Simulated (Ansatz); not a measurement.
Moving the share of exact exchange in BN

Symmetry: P6_3/mmc, No. 194, hexagonal system. Conventional cell: a = 2.498 Å, b = 2.498 Å, c = 6.636 Å, α = 90.00°, β = 90.00°, γ = 120.00°. Around N (site symmetry -6m2) lie 3 B at 1.44 Å. Around B (site symmetry -6m2) lie 3 N at 1.44 Å.

Kept alike: task single point; functional HSE06 form with a typed share of exact exchange; k mesh 6 × 6 × 2; occupations fermi-dirac, width 0.05 eV; no spin polarisation. Program: Ansatz, Ansatz PAW, cutoff 420 eV. Screening held at 0.2 Å⁻¹. The mesh is that of the run's cell of 4 atoms. No spin-orbit coupling.

| share of exact exchange, α | band gap (eV) | pressure (GPa) |
| --- | --- | --- |
| 0.25 | 5.628 | 0.03 |
| 0.3 | 5.906 | -0.92 |
| 0.4 | 6.473 | -2.79 |
| 0.5 | 7.054 | -4.62 |

The k mesh is coarse, so the values aren't converged. Pressure is positive in compression, with a Pulay correction for the finite cutoff. A gap read on the mesh alone can miss an edge between its points. All rows use potentials made for PBE. The mesh is thin for exact exchange.

What does the share of exact exchange change here?

The band gap rises from 5.628 to 7.054 eV between 0.25 and 0.5. Exact exchange pulls filled levels down against empty ones, so the gap grows nearly in line with its share. The mean slope is +5.71 eV per unit of share. The pressure falls from 0.03 to -4.62 GPa between 0.25 and 0.5. Exact exchange shortens the bonds here, so the pressure at fixed cell falls.
